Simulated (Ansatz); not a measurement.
## Mo: how the free axis answers a strain

Mo, Im-3m, a = 3.150 Å. Ansatz: r2SCAN, PAW, 500 eV, Γ-centred 16×16×16 mesh on 2 atoms, Gaussian smearing 0.10 eV; no spin polarisation. Series: uniaxial strain along c, with a, b and atoms relaxed; x is the strain in per cent. y is the change of a in per cent of 3.150 Å.

```
x (%) y (%)
 -6.0      ?
 -4.0   1.09
 -2.0   0.52
  0.0   0.00
  2.0  -0.47
  4.0  -0.93
  6.0  -1.41
```

**Question.** Fit y = c1 x + c2 x² to the other rows, say what c1 measures, and predict the missing y.

**Answer.** Least squares on the rows shown. y = −0.2544 x + 0.003781 x². So −c1 = 0.254 is Poisson's ratio for this pair of axes. With a term in x³ added, the coefficient of x becomes -0.2437, 4 % less, which shows how far this figure hangs on the form. At x = -6.0 the fit asked for gives 1.66 %. The run gave 1.71 %, so the fit is 0.05 % too low, 1.6 % of the span of the series, against an rms of 0.02 % on the fitted rows. The row lies outside the fitted range. With a term in x³ added, a fit to the same known rows predicts 1.77 %, which misses by about as much or more on the other side: the known rows don't fix the higher terms.